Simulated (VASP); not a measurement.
# Settings for KTaO₃: NMR shieldings and orbital susceptibility

KTaO₃, Pm-3m (no. 221), 5 atoms in the cell. PBE, GIPAW shieldings; PAW potentials Ta_pv, K_sv, O (PBE set). VASP 6.6.1.

Wanted: isotropic shielding within 10 ppm; span within 20 ppm.

POSCAR:
```
KTaO3
1.0
    3.9883000000      0.0000000000      0.0000000000
    0.0000000000      3.9883000000      0.0000000000
    0.0000000000      0.0000000000      3.9883000000
Ta K O
1 1 3
Direct
    0.0000000000      0.0000000000      0.0000000000
    0.5000000000      0.5000000000      0.5000000000
    0.0000000000      0.0000000000      0.5000000000
    0.0000000000      0.5000000000      0.0000000000
    0.5000000000      0.0000000000      0.0000000000
```

The series start from ENCUT (eV): 600; k mesh: 6 × 6 × 6; EDIFF (eV): 1e-8; PREC: Accurate; Projectors: LREAL = F, NLSPLINE = T; LNMR_SYM_RED: yes; ALGO: Normal. Each series keeps the choices made before it, and each single choice may use up half of a tolerance.

## ENCUT (eV)

| ENCUT (eV) | Isotropic shielding, largest deviation (ppm) | Span, largest deviation (ppm) | Time (s) |
|---|---|---|---|
| 400 | 7 | 2 | 131 |
| 500 | 3 | 1 | 210 |
| 600 | 2 | 1 | 157 |
| 700 | 1 | 0 | 212 |
| 800 | 0 | 0 | 318 |
| 1000 (reference) | 0 | 0 | 463 |

## k mesh

| k mesh | Isotropic shielding, largest deviation (ppm) | Span, largest deviation (ppm) | Time (s) |
|---|---|---|---|
| 2 × 2 × 2 | 1582 | 493 | 41 |
| 3 × 3 × 3 | 480 | 335 | 47 |
| 4 × 4 × 4 | 177 | 116 | 92 |
| 5 × 5 × 5 | 66 | 42 | 100 |
| 6 × 6 × 6 | 23 | 14 | 210 |
| 7 × 7 × 7 | 7 | 4 | 198 |
| 8 × 8 × 8 (reference) | 0 | 0 | 349 |

## EDIFF (eV)

| EDIFF (eV) | Isotropic shielding, largest deviation (ppm) | Span, largest deviation (ppm) | Time (s) |
|---|---|---|---|
| 0.0001 | 23 | 1 | 239 |
| 1e-5 | 11 | 0 | 204 |
| 1e-6 | 3 | 0 | 276 |
| 1e-7 | 0 | 0 | 306 |
| 1e-8 | 0 | 0 | 349 |
| 1e-9 (reference) | 0 | 0 | 388 |

## PREC

| PREC | Isotropic shielding, largest deviation (ppm) | Span, largest deviation (ppm) | Time (s) |
|---|---|---|---|
| Accurate | 0 | 0 | 276 |
| Normal | 0 | 0 | 101 |

## Projectors

| Projectors | Isotropic shielding, largest deviation (ppm) | Span, largest deviation (ppm) | Time (s) |
|---|---|---|---|
| LREAL = F, NLSPLINE = T | 0 | 0 | 101 |
| LREAL = Auto | 0 | 0 | 128 |
| LREAL = F, NLSPLINE = F | 0 | 0 | 134 |

## LNMR_SYM_RED

| LNMR_SYM_RED | Isotropic shielding, largest deviation (ppm) | Span, largest deviation (ppm) | Time (s) |
|---|---|---|---|
| yes | 0 | 0 | 101 |
| no | 0 | 0 | 122 |

## ALGO

| ALGO | Isotropic shielding, largest deviation (ppm) | Span, largest deviation (ppm) | Time (s) |
|---|---|---|---|
| Normal | 0 | 0 | 101 |
| Fast | 1 | 0 | 133 |
| All | 1 | 0 | 120 |

## Question

The rows run from the loosest to the tightest (no order: PREC, projectors, LNMR_SYM_RED, ALGO). For each series: choose the loosest value from which every tighter one stays within half of the tolerance; where there is no order, keep the first row unless others stay within half of the tolerance and take at least 30 % less time, and then take the fastest.

## Answer

- ENCUT (eV): 500
- k mesh: 8 × 8 × 8, the tightest run, since the next looser one is off by more than half of the tolerance (convergence isn't shown beyond it)
- EDIFF (eV): 1e-6
- PREC: Normal
- Projectors: LREAL = F, NLSPLINE = T
- LNMR_SYM_RED: yes
- ALGO: Normal

## All choices together

| Input | Isotropic shielding, largest deviation (ppm) | Span, largest deviation (ppm) | Time (s) |
|---|---|---|---|
| defaults but for LCHIMAG, on a 5 × 5 × 5 mesh (naive) | 46 | 44 | 34 |
| chosen settings | 4 | 1 | 101 |
| reference settings throughout | 0 | 0 | 973 |

The chosen settings stay within the tolerance of the reference run, but the reference itself isn't shown to be converged in: k mesh.

Values of the reference run: Isotropic shielding: 3071, 1149, -166.4, -166.4, -166.4 ppm, absolute isotropic shielding with the core part, with the G = 0 term; Span: 0, 0, 361.9, 361.9, 361.9 ppm.

## The input

INCAR:
```
SYSTEM = KTaO3
GGA = PE
PREC = Normal
ENCUT = 500
EDIFF = 1E-6
LREAL = .FALSE.
LASPH = .TRUE.
ALGO = Normal
NELM = 120
LWAVE = .FALSE.
LCHARG = .FALSE.
LCHIMAG = .TRUE.
LNMR_SYM_RED = .TRUE.
NLSPLINE = .TRUE.
ISMEAR = 0
SIGMA = 0.01
KPAR = 4
```

KPOINTS:
```
Automatic mesh
0
Gamma
  8 8 8
  0 0 0
```

Commands:
```
cat potpaw_PBE.64/Ta_pv/POTCAR potpaw_PBE.64/K_sv/POTCAR potpaw_PBE.64/O/POTCAR > POTCAR
mpirun -np 4 vasp_std > vasp.out
```

Limits: The pGv and vGv forms of the susceptibility differ by more than 5 %, and the shieldings take over part of that uncertainty through the G = 0 term; the response is non-relativistic, which costs accuracy next to heavy atoms.

The chosen input took VASP 6.6.1 101 s on 4 cores (Intel Xeon Platinum 8259CL @ 2.50GHz (Skylake/Cascade Lake)), a shared host.

## An input that fails: exact exchange with linear-response shieldings

VASP's message: LCHIMAG=.TRUE. is not yet implemented for hybrid functionals (LHFCALC=.TRUE.). Please set LHFCALC=.FALSE. to use LCHIMAG.

k mesh: 6 × 6 × 6 becomes 2 × 2 × 2.

Changes against the starting input:
```
- NELM = 120
+ NELM = 60
+ LHFCALC = True
+ HFSCREEN = 0.2
```
